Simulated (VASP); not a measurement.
# Li (P-6m2) in VASP: reference runs

Aim: a first look at Li with PBE, on the cell as given.

Program: VASP 6.6.1. These are calculated values, not measurements. Logs are shortened: lines on timing, memory, paths and dates and some standing lists are left out, and cuts for length are marked.

### 1 Starting point

It takes space group P-6m2 (No. 187, hexagonal). The conventional cell has a = 3.006 Å, b = 3.006 Å, c = 7.793 Å, α = 90.00°, β = 90.00°, γ = 120.00°. Li (site symmetry 3m) is surrounded by 10 Li at 2.76 to 3.06 Å. Li (site symmetry -6m2) has 12 Li at 3.01 to 3.06 Å as nearest neighbours.

The cell was built by a generator and needn't be a form met in nature.

### 2 Single point, PBE

INCAR reads:

```
ALGO     = Normal         # electronic algorithm
EDIFF    = 1E-7           # SCF threshold, eV
ENCUT    = 520            # plane-wave cutoff, eV
GGA      = PE             # functional
ISIF     = 2              # what is computed and relaxed
ISMEAR   = -1             # smearing method
LASPH    = T              # aspherical terms in the spheres
LCHARG   = T              # write CHGCAR
LELF     = T              # ELF
LREAL    = F              # projectors in reciprocal space
LVHAR    = T            
LWAVE    = F              # write WAVECAR
NBANDS   = 12             # bands
NELM     = 100            # most SCF steps
PREC     = Accurate       # precision mode
SIGMA    = 0.05           # smearing width, eV
```

KPOINTS reads:

```
k-points
0
Gamma
  10 10 4
```

POSCAR reads:

```
Li
1.0
    3.0055800000      0.0000000000      0.0000000000
   -1.5027900000      2.6029100000      0.0000000000
    0.0000000000      0.0000000000      7.7929800000
Li
3
Direct
    0.6666700000      0.3333300000      0.6769800000
    0.6666700000      0.3333300000      0.3230200000
    0.0000000000      0.0000000000      0.0000000000
```

Potentials or basis: VASP PAW PBE potentials, release 64 (Li_sv).

Run with:

```
> cat potpaw_PBE.64/Li_sv/POTCAR > POTCAR
> mpirun -np 1 vasp_std > vasp.out
```

OUTCAR:

```text
EDIFF = 1E-7
   ENCUT = 520
   GGA = PE
   ISIF = 2
   ISMEAR = -1
   LASPH = T
   LREAL = F
   NELM = 100
   PREC = Accurate

 ion  position               nearest neighbor table
   1  0.667  0.333  0.677-
   2  0.667  0.333  0.323-
   3  0.000  0.000  0.000-

  LATTYP: Found a hexagonal cell.
 ALAT       =     3.0055800000
 C/A-ratio  =     2.5928373226

  Lattice vectors:

 A1 = (   3.0055800000,   0.0000000000,   0.0000000000)
 A2 = (  -1.5027900000,   2.6029100000,   0.0000000000)
 A3 = (   0.0000000000,   0.0000000000,   7.7929800000)

Analysis of symmetry for initial positions (statically):
=====================================================================
 Subroutine PRICEL returns:
 Original cell was already a primitive cell.

 Routine SETGRP: Setting up the symmetry group for a
 hexagonal supercell.

 Subroutine GETGRP returns: Found  4 space group operations
 (whereof  4 operations were pure point group operations)
 out of a pool of 24 trial point group operations.

The static configuration has the point symmetry C_2v.

Analysis of symmetry for dynamics (positions and initial velocities):
=====================================================================
 Subroutine PRICEL returns:
 Original cell was already a primitive cell.

 Routine SETGRP: Setting up the symmetry group for a
 hexagonal supercell.

 Subroutine GETGRP returns: Found  4 space group operations
 (whereof  4 operations were pure point group operations)
 out of a pool of 24 trial point group operations.

The dynamic configuration has the point symmetry C_2v.

 Subroutine INISYM returns: Found  4 space group operations
 (whereof  4 operations are pure point group operations),
 and found     1 'primitive' translations

----------------------------------------------------------------------------------------

                                     Primitive cell

  volume of cell :      60.9665

  direct lattice vectors                    reciprocal lattice vectors
     3.005580000  0.000000000  0.000000000     0.332714484  0.192092696  0.000000000
    -1.502790000  2.602910000  0.000000000     0.000000000  0.384185393  0.000000000
     0.000000000  0.000000000  7.792980000     0.000000000  0.000000000  0.128320617

  length of vectors
     3.005580000  3.005581184  7.792980000     0.384185544  0.384185393  0.128320617

  position of ions in fractional coordinates (direct lattice)
     0.666670000  0.333330000  0.676980000
     0.666670000  0.333330000  0.323020000
     0.000000000  0.000000000  0.000000000

  ion indices of the primitive-cell ions
   primitive index   ion index
                 1           1
                 2           2
                 3           3

----------------------------------------------------------------------------------------

 KPOINTS: k-points

Automatic generation of k-mesh.
 Grid dimensions read from file:
 generate k-points for:   10   10    4

 Generating k-lattice:

  Cartesian coordinates                     Fractional coordinates (reciprocal lattice)
     0.033271448  0.019209270  0.000000000     0.100000000  0.000000000  0.000000000
     0.000000000  0.038418539  0.000000000     0.000000000  0.100000000  0.000000000
     0.000000000  0.000000000  0.032080154     0.000000000  0.000000000  0.250000000

  Length of vectors
     0.038418554  0.038418539  0.032080154

  Shift w.r.t. Gamma in fractional coordinates (k-lattice)
     0.000000000  0.000000000  0.000000000

 Subroutine IBZKPT returns following result:
 ===========================================

 Found     93 irreducible k-points:

 Following reciprocal coordinates:
            Coordinates               Weight
  0.000000  0.000000  0.000000      1.000000
  0.100000  0.000000  0.000000      4.000000
 -0.100000  0.100000  0.000000      2.000000
  0.200000  0.000000  0.000000      4.000000
 -0.200000  0.200000  0.000000      2.000000
  0.300000  0.000000  0.000000      4.000000
[... 16 lines left out ...]
  0.200000  0.200000  0.000000      2.000000
 -0.200000  0.400000  0.000000      4.000000
 [... further k-points ...]
   k-points           NKPTS =     93   k-points in BZ     NKDIM =     93   number of bands    NBANDS=     12
   number of dos      NEDOS =    301   number of ions     NIONS =      3
   total plane-waves  NPLWV =  34560
   dimension x,y,z NGX =    24 NGY =   24 NGZ =   60
   dimension x,y,z NGXF=    48 NGYF=   48 NGZF=  120
   ions per type =               3
   NGX,Y,Z   is equivalent  to a cutoff of  13.27, 13.27, 12.80 a.u.
   NGXF,Y,Z  is equivalent  to a cutoff of  26.55, 26.55, 25.60 a.u.
 SYSTEM =  unknown system
   PREC   = accura    normal or accurate (medium, high low for compatibility)
   ISTART =      0    job   : 0-new  1-cont  2-samecut
   ICHARG =      2    charge: 1-file 2-atom 10-const
   ISPIN  =      1    spin polarized calculation?
   LNONCOLLINEAR =      F non collinear calculations
   LSORBIT =      F    spin-orbit coupling
   LASPH  =      T    aspherical Exc in radial PAW
   ENCUT  =  520.0 eV  38.22 Ry    6.18 a.u.   5.59  5.59 14.49*2*pi/ulx,y,z
   NELM   =    100;   NELMIN=  2; NELMDL= -5     # of ELM steps
   EDIFF  = 0.1E-06   stopping-criterion for ELM
   LREAL  =      F    real-space projection
   EDIFFG = 0.1E-05   stopping-criterion for IOM
   NSW    =      0    number of steps for IOM
   IBRION =     -1    ionic relax: 0-MD 1-quasi-New 2-CG
   NFREE  =      0    steps in history (QN), initial steepest desc. (CG)
   ISIF   =      2    stress and relaxation
   ISYM   =      2    0-nonsym 1-usesym 2-fastsym
   POTIM  = 0.5000    time-step for ionic-motion
   TEBEG  =    0.0;   TEEND  =   0.0 temperature during run
   PSTRESS=    0.0 pullay stress
   NELECT =       9.0000    total number of electrons
   NUPDOWN=      -1.0000    fix difference up-down
   EMIN   =  10.00;   EMAX   =-10.00  energy-range for DOS
   EFERMI =   0.00;   METHOD = LEGACY
   ISMEAR =    -1;   SIGMA  =   0.05  broadening in eV -4-tet -1-fermi 0-gaus
   EFERMI_NEDOS =   21; number of points for ismear=-14 and -15
   IALGO  =     38    algorithm
   IMIX   =      4    mixing-type and parameters
     AMIX     =   0.40;   BMIX     =  1.00
     AMIX_MAG =   1.60;   BMIX_MAG =  1.00
  volume/ion in A,a.u.               =      20.32       137.14
  Fermi-wavevector in a.u.,A,eV,Ry     =   0.865218  1.635024 10.185341  0.748601
  Thomas-Fermi vector in A             =   1.983429
   LORBIT       =      0    0 simple, 1 ext, 2 COOP (PROOUT), +10 PAW based schemes
   GGA     = PE    functional components
   LHFCALC =     F    Hartree Fock is set to
   AEXX    =    0.0000 exact exchange contribution
   IVDW    =     0    specifies the selected vdW correction
   LEPSILON=     F    determine dielectric tensor
   LRPA    =     F    only Hartree local field effects (RPA)
 non-spin polarized calculation
  energy-cutoff  :      520.00
  volume of cell :       60.97
 maximum number of plane-waves:      1685
 NGX is ok and might be reduce to    24
   NGX = 11   NGY = 11   NGZ = 29

 number of electron       9.0000003 magnetization

 Free energy of the ion-electron system (eV)
  ---------------------------------------------------
  ext. energy  EPLUGINS =         0.00000000
  ---------------------------------------------------
  free energy    TOTEN  =        -5.65286633 eV

  energy without entropy =       -5.64060923  energy(sigma->0) =       -5.64673778

 E-fermi :   0.5447     XC(G=0):  -7.0355

 val. band max:        0.5350685984   @ k =   0.5000   0.5000   0.0000
 cond. band min:       0.6034485304   @ k =  -0.2000   0.5000   0.5000
 fundamental gap:      0.0683799320
 Fermi energy:         0.5446706411

 k-point     1 :       0.0000    0.0000    0.0000
  band No.  band energies     occupation
      1     -46.0114      2.00000
      2     -46.0016      2.00000
      3     -45.8512      2.00000
      4      -2.9354      2.00000
      5      -1.1434      2.00000
      6      -1.1167      2.00000
      7       5.3932      0.00000
      8       5.7724      0.00000
      9      13.5832      0.00000
     10      13.5832      0.00000
     11      14.2161      0.00000
     12      14.6944      0.00000

 k-point     2 :       0.1000    0.0000    0.0000
  band No.  band energies     occupation
      1     -46.0099      2.00000
      2     -46.0002      2.00000
      3     -45.8498      2.00000
      4      -2.7709      2.00000
      5      -0.9665      2.00000
      6      -0.9358      2.00000
      7       5.5188      0.00000
      8       5.8494      0.00000
      9      12.0467      0.00000
     10      12.6441      0.00000
     11      13.8851      0.00000
     12      13.9301      0.00000

 k-point     3 :      -0.1000    0.1000    0.0000
  band No.  band energies     occupation
      1     -46.0099      2.00000
      2     -46.0002      2.00000
      3     -45.8498      2.00000
      4      -2.7709      2.00000
      5      -0.9665      2.00000
      6      -0.9358      2.00000
      7       5.5188      0.00000
      8       5.8494      0.00000
      9      12.0467      0.00000
     10      12.6442      0.00000
     11      13.8851      0.00000
     12      13.9301      0.00000

 k-point     4 :       0.2000    0.0000    0.0000
  band No.  band energies     occupation
      1     -46.0061      2.00000
      2     -45.9967      2.00000
      3     -45.8461      2.00000
      4      -2.2780      2.00000
      5      -0.4417      2.00000
      6      -0.4003      2.00000
      7       5.8749      0.00000
      8       5.9951      0.00000
      9       9.4844      0.00000
     10      11.3629      0.00000
     11      11.4553      0.00000
     12      11.4873      0.00000

 k-point     5 :      -0.2000    0.2000    0.0000
  band No.  band energies     occupation
      1     -46.0061      2.00000
      2     -45.9967      2.00000
      3     -45.8461      2.00000
      4      -2.2780      2.00000
      5      -0.4417      2.00000
      6      -0.4003      2.00000
      7       5.8749      0.00000
      8       5.9951      0.00000
      9       9.4844      0.00000
     10      11.3630      0.00000
     11      11.4553      0.00000
     12      11.4872      0.00000
[... 228 lines left out ...]
      1     -45.9962      2.00000
      2     -45.9873      2.00000
      3     -45.8366      2.00000
      4       0.3560      1.95511
      5       1.7581      0.00000
      6       2.1534      0.00000
      7       3.7447      0.00000
      8       5.1157      0.00000
      9       5.2333      0.00000
     10       7.8239      0.00000
     11       8.9209      0.00000
     12       9.7136      0.00000

 k-point    22 :       0.5000    0.4000    0.0000
  band No.  band energies     occupation
      1     -45.9962      2.00000
      2     -45.9873      2.00000
      3     -45.8366      2.00000
      4       0.3560      1.95511
      5       1.7581      0.00000
      6       2.1533      0.00000
      7       3.7447      0.00000
      8       5.1157      0.00000
      9       5.2334      0.00000
     10       7.8239      0.00000
     11       8.9209      0.00000
     12       9.7135      0.00000

 k-point    23 :       0.2000    0.2000    0.0000
  band No.  band energies     occupation
      1     -45.9993      2.00000
      2     -45.9902      2.00000
      3     -45.8396      2.00000
      4      -0.9622      2.00000
      5       0.9236      0.00102
      6       0.9682      0.00042
      7       5.9709      0.00000
      8       6.3820      0.00000
      9       6.7204      0.00000
     10       7.7279      0.00000
     11       8.1258      0.00000
     12       9.5817      0.00000

 k-point    24 :      -0.2000    0.4000    0.0000
  band No.  band energies     occupation
      1     -45.9993      2.00000
      2     -45.9902      2.00000
      3     -45.8396      2.00000
      4      -0.9622      2.00000
      5       0.9236      0.00102
      6       0.9682      0.00042
      7       5.9709      0.00000
      8       6.3820      0.00000
      9       6.7204      0.00000
     10       7.7280      0.00000
     11       8.1258      0.00000
     12       9.5817      0.00000

 [... further k-points ...]

------------------------ aborting loop because EDIFF is reached ----------------------------------------

  FORCE on cell =-STRESS in cart. coord.  units (eV):
  Direction    XX          YY          ZZ          XY          YZ          ZX
  --------------------------------------------------------------------------------------
  -------------------------------------------------------------------------------------
  Total       -0.0274480     -0.0275015     -0.0284559     -0.0000463      0.0000000      0.0000000
  in kB       -0.7213250     -0.7227309     -0.7478100     -0.0012169      0.0000000      0.0000000
  external PRESSURE =      -0.7306219 kB  Pullay stress =       0.0000000 kB

 VOLUME and BASIS-vectors are now :
 -----------------------------------------------------------------------------
  energy-cutoff  :      520.00
  volume of cell :       60.97
      direct lattice vectors                 reciprocal lattice vectors
     3.005580000  0.000000000  0.000000000     0.332714484  0.192092696  0.000000000
    -1.502790000  2.602910000  0.000000000     0.000000000  0.384185393  0.000000000
     0.000000000  0.000000000  7.792980000     0.000000000  0.000000000  0.128320617

 POSITION                                       TOTAL-FORCE (eV/Angst)
 -----------------------------------------------------------------------------------
      1.50281      0.86763      5.27569        -0.000002      0.000001     -0.005063
      1.50281      0.86763      2.51729        -0.000002      0.000001      0.005063
      0.00000      0.00000      0.00000         0.000004     -0.000002      0.000000
 -----------------------------------------------------------------------------------
    total drift:                               -0.000001      0.000000      0.000000

  FREE ENERGIE OF THE ION-ELECTRON SYSTEM (eV)
  ---------------------------------------------------
  free  energy   TOTEN  =        -5.6528663315 eV

  energy  without entropy=       -5.6406092274  energy(sigma->0) =       -5.64673778
```

Run time: 36 s. Hardware: 1 thread of AMD EPYC 9R45 (Zen 5), shared host; peak memory 0.16 GiB.

What came out:

- Free energy: -5.6529 eV
- Largest force: 0.005 eV/Å
- Band gap on the k mesh: none (metal or under the smearing width)

Forces on the atoms (eV/Å):
```
Li   0.000  0.000 -0.005
Li   0.000  0.000  0.005
Li   0.000  0.000  0.000
```

Caveat: the cutoff is under 1.25 times the usual one of these potentials, so pressure, stress and relaxed cells hold a basis-set (Pulay) error.
